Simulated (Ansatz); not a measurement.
Input and command of a calculation in Ansatz (plane waves; scalar-relativistic PAW potentials unless the input names others):

```yaml
crystal:
  lattice:
    - [0.0, 2.206011338, 2.3424656476]
    - [2.206011338, 0.0, 2.3424656476]
    - [2.206011338, 2.206011338, 0.0]
  atoms:
    - { symbol: Ga, position: [0.0, 0.0, 0.0] }
    - { symbol: "N", position: [0.75, 0.75, 0.75] }
basis:
  ecutwfc: 420
  ecutrho_ratio: 8
kpoints:
  mp_grid: { grid: [10, 10, 10] }
hamiltonian:
  xc: pbe
scf:
  occupations: { method: gaussian, width: 0.05 }
output:
  forces: true
  eigenvalues: true
  stress: true
```

```bash
ansatz run input.yaml --threads 2 --pin off --max-ram 5120MiB --backend cpu --events-out ev --progress --plain --runs-dir out
```

Abridged log:
```
Basis set: ecut = 420 eV, 459 PW (Γ), exchange–correlation on 64×64×60 points (8 copies of the dense FFT grid, shifted against one another)
Bands: 13, of which v1, the nominal top of the filled ones, is band 9 counted from 1 (8 counted from 0)
Symmetry: 8 space group operations
k-points: 102 of 1000 (time reversal used)
SCF iter   1: F=—  HF=-4167.872305 eV  |F-HF|=—  |Δ(HF+E_count)|=         —  Δρ=6.94e-4  dr2=3.32e-5  ethr=1.77e-3  ⟨swp⟩=5.1  Hψ=6951  notcnv=0
SCF iter   2: F=—  HF=-4167.872584 eV  |F-HF|=—  |Δ(HF+E_count)|=   2.79e-4  Δρ=3.62e-4  dr2=9.22e-6  ethr=1.85e-7  ⟨swp⟩=2.8  Hψ=3220  notcnv=0
SCF iter   3: F=—  HF=-4167.872626 eV  |F-HF|=—  |Δ(HF+E_count)|=   4.23e-5  Δρ=1.26e-4  dr2=1.19e-6  ethr=5.12e-8  ⟨swp⟩=2.0  Hψ=2182  notcnv=0
SCF iter   4: F=—  HF=-4167.872631 eV  |F-HF|=—  |Δ(HF+E_count)|=   5.35e-6  Δρ=2.36e-5  dr2=9.13e-8  ethr=6.59e-9  ⟨swp⟩=2.0  Hψ=2244  notcnv=0
SCF iter   5: F=-4167.872631 eV  HF=-4167.872631 eV  |F-HF|=5.72e-9  |Δ(HF+E_count)|=   7.14e-9  Δρ=1.01e-5  dr2=8.51e-9  ethr=5.07e-10  ⟨swp⟩=2.0  Hψ=2244  notcnv=0
SCF iter   6: F=-4167.872631 eV  HF=-4167.872631 eV  |F-HF|=8.91e-11  |Δ(HF+E_count)|=   7.19e-9  Δρ=1.61e-6  dr2=2.16e-10  ethr=4.73e-11  ⟨swp⟩=1.3  Hψ=4118  notcnv=0
SCF 1 converged in 6 iterations: F = -4167.872631 eV  dr2 = 2.16e-10
SCF converged after 6 iterations
Free energy (F): -4167.872631 eV
Harris-Foulkes:  -4167.872631 eV  (|F-HF|=8.91e-11)
Internal energy: -4167.872631 eV  (E = F + TS)
E sigma→0 (E₀):  -4167.872631 eV
Fermi energy:    10.625702 eV
--- Forces (eV/Å), atoms counted from 1 ---
  atom   1  Ga     0.00000000     0.00000000     0.00000000
  atom   2  N      0.00000000     0.00000000     0.00000000
--- Stress (GPa, compression-positive) ---
        8.312956       0.000000       0.000000
        0.000000       8.312956       0.000000
        0.000000       0.000000      -0.004247
  P = ⅓ Tr σ = 5.5406 GPa (55.406 kbar)
```

Apart from outputs and empty bands, the input differs from a reference run on usual settings in basis.ecutrho_ratio: not typed → 8. The reference, at the same geometry (not necessarily relaxed), gave pressure 5.54 GPa, largest force 0.000 eV/Å, gap on the mesh 1.62 eV. This run converged in 6 SCF iterations (reference: 6) with an energy at zero smearing within 0.01 meV/atom of the reference's, pressure 5.54 GPa, largest force 0.000 eV/Å, gap on the mesh 1.62 eV.

Time: 1.4 s on 2 threads of Arm Neoverse V2 (shared host), peak memory 0.33 GiB.